### Why does the field gradient at indium jump beside an oxygen vacancy and then stop following the distance?

I am looking at the electric field gradients around a doubly charged oxygen vacancy in indium oxide. I expected a charge of +2 to disturb the nuclei around it less and less with distance, perhaps as $1/r^3$.

Ansatz 0.2.0 plane-wave calculation with PBE, scalar-relativistic default PAW datasets, a 420 eV cutoff and a 3×3×3 k mesh, without spin polarisation. The 39-atom In2O3 supercell holds one O vacancy of charge +2, with the ions relaxed to 0.03 eV/Å in a fixed cell. Vzz is the principal field gradient largest in magnitude, and the asymmetry is (Vxx − Vyy)/Vzz.

| atom | like atoms | distance from the defect (Å) | Vzz (1e21 V/m^2) | asymmetry | potential at the nucleus less that at the nearest site of the element (V) |
| --- | --- | --- | --- | --- | --- |
| In9 | 2 | 2.29 | 17.42 | 0.26 | 0.00 |
| In3 | 2 | 2.40 | 12.21 | 0.12 | -0.18 |
| O23 | 2 | 2.70 | -4.86 | 0.36 | 0.00 |
| O30 | 2 | 2.86 | -5.94 | 0.62 | 0.02 |
| O34 | 2 | 3.03 | -4.83 | 0.72 | -0.14 |
| O32 | 2 | 3.07 | -3.08 | 0.55 | -0.04 |
| O22 | 2 | 3.32 | -4.59 | 0.88 | -0.12 |
| O20 | 2 | 3.36 | -5.43 | 0.74 | -0.17 |
| In12 | 2 | 3.67 | 6.24 | 0.72 | -0.54 |
| In1 | 2 | 3.79 | 4.55 | 0.59 | -0.58 |
| In4 | 2 | 4.18 | 5.80 | 0.80 | -0.45 |
| O33 | 2 | 4.35 | -3.79 | 0.55 | -0.03 |
| In10 | 2 | 4.50 | 8.49 | 0.59 | -0.24 |
| O28 | 1 | 4.56 | -4.30 | 0.78 | -0.36 |
| O21 | 2 | 4.83 | -4.37 | 0.72 | -0.17 |
| In11 | 2 | 5.04 | 3.55 | 0.24 | -0.63 |
| O29 | 1 | 5.12 | -4.21 | 0.17 | -0.22 |
| In2 | 2 | 5.18 | 3.86 | 0.96 | -0.61 |
| O17 | 1 | 5.45 | -4.79 | 0.47 | -0.12 |
| O18 | 2 | 5.48 | -4.20 | 0.59 | -0.28 |
| O35 | 2 | 5.52 | -4.54 | 0.74 | -0.32 |

The two nearest In pairs do stand out. After that the order breaks down: In10, at 4.50 Å, has a larger Vzz than three In pairs that are closer to the vacancy. The oxygen atoms hardly seem to care how far away they are. What decides the gradient, if not the distance?

### Answer

Bonds come first and distance second. Vzz, the largest principal component of the field gradient, measures how far the charge around a nucleus departs from cubic symmetry. Most of that departure arises close to the nucleus, in the atom's own electrons and in its bonds. The first thing to ask about a site is therefore whether it has lost a neighbour.

The crystal makes this question easy to answer. The cell has the shape and volume of corundum-type In2O3, in which every In site is equivalent and so is every O site. Each In is bonded to six O, and each O to four In. Differences within one element therefore come from the vacancy, from the shifts of the atoms around it and from its periodic images.

Removing one oxygen takes a ligand away from exactly four indium atoms, the pairs In9 and In3. Their mean Vzz is 14.8 × 10²¹ V/m², against 5.4 × 10²¹ V/m² for the other six pairs. That is a step by a factor of 2.7, and no outer In reaches even the lower of the two near values. The step alone does not prove that the lost bond is the cause, because no In lies between 2.40 and 3.67 Å, and a smoothly fading field would also drop across that gap.

The sign and shape of the gradient do fit a lost bond. An In–O bond places some electron density in the indium 5p orbital that points at the oxygen, and electrons along an axis make the gradient along it more negative. In the +2 state the vacancy has also given up the two electrons that could have filled the hole. The side facing the vacancy is thus short of electrons, which favours a positive gradient that is nearly symmetric about one axis. The asymmetries of only 0.26 and 0.12 at In9 and In3 agree with this, although the table does not show which way the axis points. They are no proof either, since In11 has 0.24 without having lost a neighbour.

**How far does the simple charge picture get?** Treat the vacancy as a bare point charge $q=+2e$ at distance $r$. Its potential is $q/(4\pi\varepsilon_0 r)$, and differentiating twice along the line to the nucleus gives

$$V_{zz}^{\text{bare}}=\frac{2q}{4\pi\varepsilon_0 r^3}.$$

With $e/(4\pi\varepsilon_0)=14.4$ V Å, the value at In9 is

$$\frac{2\times2\times14.4}{2.29^3}\ \text{V/Å}^2\approx4.8\ \text{V/Å}^2=0.48\times10^{21}\ \text{V/m}^2.$$

Nothing here is fitted, and the computed Vzz is about 36 times larger. That alone does not rule out the charge, because the electrons of an ion can amplify an outside field gradient many times. A single amplification factor would have to serve at every distance, however, and at In2 the ratio is about 93. The bare charge gets the sign at indium right, but neither the size nor the decay. It leaves out the distorted bonds and the gradient that the perfect crystal already has. Far from the vacancy these may make up most of Vzz, so the mismatch there does not show that the charge itself is unimportant.

**Why is oxygen so indifferent?** An oxygen atom is bonded to indium, not to other oxygens, so the vacancy costs it no bond. It keeps its four In neighbours and feels only their shifts and the altered charge around them. Such distortions can raise or lower Vzz, depending on their direction. Within 4 Å of the vacancy the oxygen values spread over 2.9 × 10²¹ V/m², and beyond 4 Å over only 1.0 × 10²¹ V/m², while the means of the two groups differ by about a tenth. For oxygen, then, the vacancy shows in the scatter more than in the average. The smallest differences deserve no explanation, since the small band gap makes these gradients sensitive to the k mesh.

**What is special about In10?** Its Vzz is 1.8 times the mean of the other outer In pairs, and the table holds a second clue. The potential at its nucleus is also the highest among the outer In, by 0.32 V relative to the mean of the others. Over all eight In pairs, the potential puts Vzz almost perfectly in order (rank correlation 0.98), while distance does so less well (−0.81). Among the oxygens the link between the potential and the size of Vzz is weak, so this is no general law.

The potential need not cause the gradient. Both respond to the charges around the nucleus, and an oxygen neighbour that moves away would raise the potential and could also unbalance the bonds. The corundum structure suggests why this could happen at In10. Each In sits in an octahedron of oxygens that shares one face, three oxygens, with a neighbouring octahedron. Judged by its distance, In10 is the only outer indium that shares such a face with an indium that lost a ligand. That indium may pull the three oxygens towards itself and so loosen their bonds to In10. This is expected, not computed: the relaxed bond lengths are not listed, and periodic images may add to the effect.

**Do the far sites show the undisturbed crystal?** They do not, and the asymmetry reveals it. In perfect corundum-type In2O3 a threefold axis runs through every In, which forces the asymmetry to zero. Yet In2, the most distant indium at 5.18 Å, has 0.96. The vacancy repeats in every neighbouring cell, so no site is far from all of its images. At In2 the second principal component is −0.98 times Vzz, so a slight change could swap their order and reverse the sign of Vzz.

Relaxation is part of all these numbers. The ions were relaxed around the vacancy, which lowered the energy by about 1.0 eV from the first step to the last. The step at In9 and In3 therefore combines the lost ligand with the movement of the atoms that remain. I take lost coordination to be the main cause, but the two shares have not been computed separately. The cell itself was held fixed, which also affects the values. The run reports a compressive stress, but in a charged cell part of that stress depends on the reference chosen for the potential. A uniform background balances its charge and influences the potentials, and spin-orbit coupling is left out.

This matters for devices because indium oxide serves as a transparent electrode and as a transistor channel, where oxygen vacancies are one possible source of electrons. In this small model cell a large, nearly axial gradient marks indium that has lost an oxygen, but a moderate one says little about the distance to the vacancy. The values themselves should not be carried over to the common bixbyite form of the oxide, whose two kinds of In site have different gradients even without a defect.
